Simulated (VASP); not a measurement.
Runs of VASP 6.6.1 on Si. The structure is cubic, space group Fd-3m (No. 227). The conventional cell has a = 5.444 Å, b = 5.444 Å, c = 5.444 Å, α = 90.00°, β = 90.00°, γ = 90.00°. Si (site symmetry -43m) has 4 Si at 2.36 Å as nearest neighbours. 

```tsv
level	potentials or basis	k mesh	cutoff (eV)	mesh quality	gap on the mesh (eV)	pressure (GPa)	relaxed volume (Å³/atom)
PBE	VASP PAW PBE potentials, release 64 (Si)	8 × 8 × 8	600	not flagged	0.65	0.0	20.44
LDA	VASP PAW LDA potentials, release 64 (Si)	4 × 4 × 4	300	coarse	0.56	0.0	(a)
r2SCAN	VASP PAW PBE potentials, release 64 (Si)	8 × 8 × 8	600	not flagged	0.82	0.0	20.12
PBEsol	VASP PAW PBE potentials, release 64 (Si)	3 × 3 × 3	600	coarse	(b)	0.0	(c)
```

Alike in all rows: task relaxation of cell and atoms; no spin polarisation; cell relaxed; smearing gaussian 0.02 eV.

Question: Fill in the values left out.

Answer: (a) 19.82; (b) 0.60; (c) 20.50.

Caveats: some runs use coarse meshes; the PAW data sets were made with another functional, which shifts forces and pressure a little (some runs); the cutoff is under 1.25 times the usual one of these potentials, so pressure, stress and relaxed cells hold a basis-set (Pulay) error (some runs); an odd mesh through Γ misses points on the zone boundary, where band edges often lie (some runs).

Not every run made on this cell is shown here.
